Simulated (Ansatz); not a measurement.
A plane-wave DFT run in Ansatz 0.2.0 (scalar-relativistic PAW potentials unless the input names others): input and command.

```yaml
crystal:
  lattice:
    - [4.7678758038, 0.0, 0.0]
    - [-2.3839379019, 5.3306472027, 0.0]
    - [0.0, 0.0, 25.6612944055]
  atoms:
    - { symbol: B, position: [0.898964803, 0.4904517384, 0.3173218552] }
    - { symbol: As, position: [0.8070313434, 0.1241645491, 0.3073651666] }
    - { symbol: B, position: [0.2630624655, 0.7173491157, 0.3337296819] }
    - { symbol: As, position: [0.5067142573, 0.5085319958, 0.3526616368] }
    - { symbol: B, position: [0.0966545536, 0.1962562058, 0.3726585359] }
    - { symbol: As, position: [0.1863714727, 0.8967743992, 0.3963813289] }
    - { symbol: B, position: [0.785903076, 0.6026264646, 0.4187819499] }
    - { symbol: As, position: [0.8962417539, 0.3025564079, 0.4366737883] }
    - { symbol: B, position: [0.4956740801, 0.0003003252, 0.4573511462] }
    - { symbol: As, position: [0.5888231742, 0.699725559, 0.4807993792] }
    - { symbol: B, position: [0.1870437952, 0.4002600356, 0.4999884357] }
    - { symbol: As, position: [0.2893643988, 0.1008473848, 0.5192148532] }
    - { symbol: B, position: [0.8957198214, 0.8000935976, 0.5426395248] }
    - { symbol: As, position: [-0.0058695282, 0.4979513857, 0.5633648796] }
    - { symbol: B, position: [0.5835776953, 0.197714514, 0.5811982474] }
    - { symbol: As, position: [0.6899382272, 0.9037895682, 0.603577523] }
    - { symbol: B, position: [0.3008598482, 0.6038635878, 0.6274166077] }
    - { symbol: As, position: [0.3984183155, 0.2912401129, 0.6474247486] }
    - { symbol: B, position: [-0.0539323972, 0.0819481076, 0.6662890898] }
    - { symbol: As, position: [0.0812358063, 0.675282283, 0.6924811322] }
    - { symbol: B, position: [0.8082030378, 0.3082726622, 0.682680489] }
basis:
  ecutwfc: 420
kpoints:
  mp_grid: { grid: [6, 5, 1], shift: [0.5, 0.5, 0.0] }
hamiltonian:
  xc: pbesol
scf:
  occupations: { method: tetrahedron }
output:
  forces: true
  eigenvalues: true
efield:
  axis: 3
  dipole_correction: true
  ramp_width: 0.04
```

```bash
ansatz run input.yaml --threads 2 --pin off --max-ram 5120MiB --backend cpu --events-out ev --progress --plain --runs-dir out
```

Abridged log:
```
Warning: output.forces, output.stress, relax.cell or npt_langevin: where a Kohn–Sham band that disperses or a degenerate level is filled in part under the method tetrahedron, the forces or the stress that this run publishes need not agree with its energy (scf.occupations.method in the input reference, under Limitations); prefer a smearing scheme for the forces or the stress
band count auto-derived: 114 (N_el = 183.0; filled up to band 92; 113 by the electrons, moments and atoms)
Pseudopotentials: kind: paw
Pseudopotential: B, paw, valence charge 3, recommended cutoff 420 eV (normal)
Pseudopotential: As, paw, valence charge 15, recommended cutoff 420 eV (normal)
Functional definition: PBEsol
Crystal: 21 atoms, lattice volume = 652.204 Å³
Basis set: ecut = 420 eV, 12679 PW (Γ), exchange–correlation on 64×80×360 points (8 copies of the dense FFT grid, shifted against one another)
Bands: 114, of which v1, the nominal top of the filled ones, is band 92 counted from 1 (91 counted from 0)
Symmetry: 1 space group operations
Space group: P1 (ITA 1), of the structure as read, at distance tolerance 8.7e-5 Å
k-points: 15 of 30 (time reversal used)
Initial density: superposition of atomic densities (neutral atoms: chi_scale 0, normalization atom), corrected by the library's trained network
Initial wavefunctions: pseudopotential atomic-orbital guess
Functional: x = pbesol(κ = 0.804, μ = 0.12345679), c = pbesol(β = 0.046)
SCF iter   1: F=—  HF=-49802.377282 eV  |F-HF|=—  |Δ(HF+E_count)|=         —  Δρ=4.24e-3  dr2=1.90e-1  ethr=1.77e-3  p= 0.000 e·Å  D=-1.84e-5 V/Å  ΔV_dip=0.00 eV  dr2_dipole=1.92e-2  V_vac-E_F(+/−)=5.19/5.19 eV  ⟨swp⟩=6.7  Hψ=6527  notcnv=0  defer=120
efield: sawtooth ramp at fractional position 0.9799 (placed from the atoms, in the widest stretch of the axis that holds none; the zero of the levels goes with the place), width 0.0400; the density the first Hamiltonian is built on has a dipole p =  0.000 e·Å; the dipole correction subtracts the counter field D = -1.84e-5 V/Å, which shifts the + side's vacuum level by +0.00 eV against the − side's; the planar-averaged density in the ramp window peaks in size at 7.2e-6 e/Å³
SCF iter   2: F=—  HF=-49802.339291 eV  |F-HF|=—  |Δ(HF+E_count)|=   3.80e-2  Δρ=2.15e-3  dr2=5.46e-2  ethr=1.04e-4  p= 0.000 e·Å  D=-1.83e-5 V/Å  ΔV_dip=0.00 eV  dr2_dipole=2.16e-3  V_vac-E_F(+/−)=5.20/5.20 eV  ⟨swp⟩=2.0  Hψ=2443  notcnv=0  defer=254  κ⁻¹=1.0e0(r=1)
SCF iter   3: F=—  HF=-49802.366206 eV  |F-HF|=—  |Δ(HF+E_count)|=   2.69e-2  Δρ=2.00e-3  dr2=5.83e-1  ethr=2.99e-5  p=-0.021 e·Å  D=-5.79e-3 V/Å  ΔV_dip=0.15 eV  dr2_dipole=2.60e-1  V_vac-E_F(+/−)=5.11/4.97 eV  ⟨swp⟩=4.1  Hψ=2253  notcnv=0  defer=254  κ⁻¹=6.3e-2(r=2)
SCF iter   4: F=—  HF=-49802.371419 eV  |F-HF|=—  |Δ(HF+E_count)|=   5.21e-3  Δρ=2.73e-3  dr2=1.59e0  ethr=2.99e-5  p=0.038 e·Å  D=1.05e-2 V/Å  ΔV_dip=-0.27 eV  dr2_dipole=1.03e0  V_vac-E_F(+/−)=4.94/5.21 eV  ⟨swp⟩=3.7  Hψ=2021  notcnv=0  defer=254  κ⁻¹=5.9e-3(r=3)
SCF iter   5: F=—  HF=-49802.332075 eV  |F-HF|=—  |Δ(HF+E_count)|=   3.93e-2  Δρ=4.57e-4  dr2=1.34e-2  ethr=2.99e-5  p=0.001 e·Å  D=1.69e-4 V/Å  ΔV_dip= 0.00 eV  dr2_dipole=5.78e-3  V_vac-E_F(+/−)=5.15/5.15 eV  ⟨swp⟩=2.9  Hψ=2055  notcnv=0  defer=254  κ⁻¹=3.1e-4(r=4)
SCF iter   6: F=—  HF=-49802.331901 eV  |F-HF|=—  |Δ(HF+E_count)|=   1.74e-4  Δρ=2.70e-4  dr2=1.15e-3  ethr=7.30e-6  p=0.005 e·Å  D=1.31e-3 V/Å  ΔV_dip=-0.03 eV  dr2_dipole=1.14e-5  V_vac-E_F(+/−)=5.13/5.16 eV  ⟨swp⟩=2.7  Hψ=1945  notcnv=0  defer=256  κ⁻¹=1.1e-4(r=5)
SCF iter   7: F=—  HF=-49802.331932 eV  |F-HF|=—  |Δ(HF+E_count)|=   3.04e-5  Δρ=9.93e-5  dr2=2.38e-4  ethr=6.28e-7  p=0.004 e·Å  D=1.01e-3 V/Å  ΔV_dip=-0.03 eV  dr2_dipole=5.69e-6  V_vac-E_F(+/−)=5.13/5.15 eV  ⟨swp⟩=3.0  Hψ=2347  notcnv=0  defer=256  κ⁻¹=4.3e-5(r=6)
SCF iter   8: F=—  HF=-49802.331938 eV  |F-HF|=—  |Δ(HF+E_count)|=   6.66e-6  Δρ=5.48e-5  dr2=6.30e-5  ethr=1.30e-7  p=0.005 e·Å  D=1.40e-3 V/Å  ΔV_dip=-0.04 eV  dr2_dipole=1.53e-5  V_vac-E_F(+/−)=5.12/5.15 eV  ⟨swp⟩=3.0  Hψ=2103  notcnv=0  defer=256  κ⁻¹=7.0e-6(r=7)
SCF iter   9: F=—  HF=-49802.331931 eV  |F-HF|=—  |Δ(HF+E_count)|=   7.08e-6  Δρ=2.08e-5  dr2=5.30e-6  ethr=3.44e-8  p=0.005 e·Å  D=1.28e-3 V/Å  ΔV_dip=-0.03 eV  dr2_dipole=9.04e-8  V_vac-E_F(+/−)=5.12/5.15 eV  ⟨swp⟩=3.0  Hψ=2132  notcnv=0  defer=256  κ⁻¹=1.3e-6(r=8)
SCF iter  10: F=—  HF=-49802.331936 eV  |F-HF|=—  |Δ(HF+E_count)|=   4.61e-6  Δρ=8.26e-6  dr2=1.14e-6  ethr=2.90e-9  p=0.005 e·Å  D=1.30e-3 V/Å  ΔV_dip=-0.03 eV  dr2_dipole=2.53e-7  V_vac-E_F(+/−)=5.12/5.15 eV  ⟨swp⟩=3.0  Hψ=2201  notcnv=0  defer=256  κ⁻¹=2.3e-7(r=8)
SCF iter  11: F=—  HF=-49802.331936 eV  |F-HF|=—  |Δ(HF+E_count)|=   6.40e-8  Δρ=4.01e-6  dr2=1.70e-7  ethr=6.21e-10  p=0.005 e·Å  D=1.30e-3 V/Å  ΔV_dip=-0.03 eV  dr2_dipole=1.17e-8  V_vac-E_F(+/−)=5.12/5.15 eV  ⟨swp⟩=3.0  Hψ=2180  notcnv=0  defer=256  κ⁻¹=4.6e-8(r=8)
SCF iter  12: F=-49802.331936 eV  HF=-49802.331936 eV  |F-HF|=1.28e-8  |Δ(HF+E_count)|=   8.61e-8  Δρ=1.46e-6  dr2=2.69e-8  ethr=5.46e-11  p=0.005 e·Å  D=1.30e-3 V/Å  ΔV_dip=-0.03 eV  dr2_dipole=4.06e-12  V_vac-E_F(+/−)=5.12/5.15 eV  ⟨swp⟩=10.8  Hψ=7584  notcnv=0
SCF 1 converged in 12 iterations: F = -49802.331936 eV  dr2 = 2.69e-8
SCF converged after 12 iterations
Stability not checked: this state was not tested for a lower state beside it, because cold or Methfessel-Paxton smearing, or corrected tetrahedra, fill the levels in a way that the test cannot read (fill_not_monotonic; see scf.lower_state_search)
Free energy (F): -49802.331936 eV
Harris-Foulkes:  -49802.331936 eV  (|F-HF|=1.28e-8)
Internal energy: -49802.331936 eV  (E = F + TS)
E sigma→0 (E₀):  -49802.331936 eV
Fermi energy:    1.577353 eV
Dipole field:    D = 0.001303 V/Å  (p = 0.004695 e·Å, saw-weighted, corrected)
Work function:   Φ+ = 5.1190 eV   Φ− = 5.1525 eV
Levels:          The Fermi level and band energies are counted from a zero that moves with the ramp; work functions are not
--- Forces (eV/Å), atoms counted from 1 ---
  atom   1  B     -0.01647220     0.00616143     0.04175460
  atom   2  As     0.01908740    -0.02267988    -0.02239100
  atom   3  B     -0.01924982     0.00638684    -0.00085416
  atom   4  As     0.01885496    -0.00366474    -0.01518062
  atom   5  B     -0.01165598     0.02265224     0.00889538
  atom   6  As     0.00777606    -0.03114840    -0.01201532
  atom   7  B     -0.00756450     0.01425554     0.01191413
  atom   8  As     0.00709797    -0.01733516    -0.02156830
  atom   9  B      0.00498578     0.00986215     0.00210776
  atom  10  As    -0.01129960    -0.01883911     0.00056613
  atom  11  B      0.01065409     0.01599845     0.00740812
  atom  12  As     0.00775897    -0.03135529    -0.00068013
  atom  13  B      0.00936204     0.02071470    -0.00039533
  atom  14  As    -0.00565154    -0.02203048     0.02634473
  atom  15  B     -0.02121246     0.02971553    -0.01003384
  atom  16  As     0.01742673    -0.04493207     0.02596382
  atom  17  B     -0.01385019     0.01111098    -0.03228914
  atom  18  As    -0.03062852    -0.00896922    -0.01595411
  atom  19  B     -0.01443761    -0.00224636     0.01809005
  atom  20  As     0.08952674     0.02059558     0.04702653
  atom  21  B     -0.04050300     0.04569120    -0.05869169
```

Apart from outputs, empty bands and the relaxation, which only the reference makes, the input differs from a reference run on usual settings in kpoints.mp_grid.shift: not typed → [0.5, 0.5, 0.0]; scf.occupations.width: 0.05 → not typed; scf.occupations.method: "gaussian" → "tetrahedron". The reference, at the same geometry, ended its own course with largest force 0.014 eV/Å, no gap on the mesh. This run converged in 12 SCF iterations with an energy at zero smearing 0.58 meV/atom below the reference's, largest force 0.103 eV/Å, no gap on the mesh.

Time: 69 s on 2 threads of AMD EPYC 7R43 64-Core Processor (Zen 3), on a shared host, peak memory 1.6 GiB.